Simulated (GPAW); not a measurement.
# As: relaxation of cell and atoms with PBEsol+D3(BJ)+ATM

Crystal: As.

```
CELL_PARAMETERS angstrom
1.82500 -5.50000 0.00000
1.82500 5.50000 0.00000
0.00000 0.00000 4.47000
ATOMIC_POSITIONS crystal
As 0.39000 0.61000 0.56000
As 0.89000 0.11000 0.94000
As 0.61000 0.39000 0.44000
As 0.11000 0.89000 0.06000
```

This isn't the form of As at room conditions, which is rhombohedral.

```
Program             : GPAW 26.7.0
Task                : relaxation of cell and atoms
Functional          : PBEsol
Dispersion          : D3(BJ)+ATM
Potentials or basis : PAW data sets generated in the run's folder for this functional
Cutoff              : 600 eV
Basis               : pw
k mesh              : 5 × 5 × 4
Occupations         : fermi-dirac, width 0.05 eV
Spin                : no spin polarisation
Maxiter             : 150
Optimizer           : BFGS
Fmax                : 0.02 eV/Å
Max steps           : 60
Convergence         : density=1e-05 forces=0.0001
```

The relaxed volume is 20.29 Å³/atom. The relaxed cell is a = 5.624 Å, b = 5.624 Å, c = 4.067 Å, α = 90.00°, β = 90.00°, γ = 140.88°. The space group after relaxing (to 0.05 Å) is Cmce (No. 64), the energy gained by relaxing is 36.6 meV/atom and the ionic steps are 18. The pressure after relaxing is -0.1 GPa and the largest force after relaxing is 0.014 eV/Å. The band gap on the k mesh is none (metal or under the smearing width) and the dispersion energy per atom is -0.364 eV.

Forces in eV/Å, atoms in the order of the input:
```
As   0.000 -0.014 -0.001
As   0.000 -0.014  0.001
As   0.000  0.014  0.001
As   0.000  0.014 -0.001
```

Stress tensor (GPa, compression positive):
```
-0.06  0.00  0.00
 0.00 -0.13  0.00
 0.00  0.00 -0.04
```

The path:
```csv
step,energy change (eV),largest force (eV/Å),pressure (GPa),volume (Å³)
1,0.0000,0.0850,-2.36,89.74
2,-0.0066,0.0826,-2.15,89.42
3,-0.0575,0.4485,0.74,85.03
4,-0.0702,0.4432,1.05,84.16
5,-0.1201,0.1382,2.03,79.58
6,-0.1278,0.0409,1.00,80.54
7,-0.1305,0.0766,0.42,80.86
8,-0.1327,0.1072,0.12,81.04
9,-0.1382,0.1354,-0.37,81.36
10,-0.1424,0.1015,-0.50,81.46
11,-0.1446,0.0333,-0.29,81.30
12,-0.1451,0.0082,-0.06,81.12
13,-0.1453,0.0216,0.03,81.06
14,-0.1456,0.0327,0.08,81.03
15,-0.1459,0.0393,0.07,81.04
16,-0.1462,0.0361,0.00,81.10
17,-0.1464,0.0258,-0.07,81.16
18,-0.1464,0.0145,-0.08,81.17
```

Final structure:
```
As
1.0
     1.88306   -5.29988    0.00000
     1.88306    5.29988    0.00000
     0.00000    0.00000    4.06688
As
4
Cartesian
  1.8831 1.2192 2.2273
  1.8831 -4.0806 3.8730
  1.8831 -1.2192 1.8395
  1.8831 4.0806 0.1939
```

Levels at points of the mesh, in eV from the Fermi level:
| k point | band 8 | band 9 | band 10 | band 11 | band 12 | band 13 |
| --- | --- | --- | --- | --- | --- | --- |
| (0.00, 0.00, 0.00) | -2.50 | -1.66 | -0.51 | 2.23 | 2.84 | 3.15 |
| (0.00, 0.00, 0.50) | -1.99 | -0.36 | -0.36 | 0.84 | 0.84 | 1.32 |

Run time: 9.1 min on 1 thread of Arm Neoverse V1, on a shared host, peak memory 0.34 GiB.

Caveat: the k mesh is coarse (spacing up to 0.36 Å⁻¹), so the values aren't converged; later steps reuse the first step's grids; pairwise dispersion overbinds metals, which lowers pressure and volume; the program warned that so skewed a cell can give wrong results.
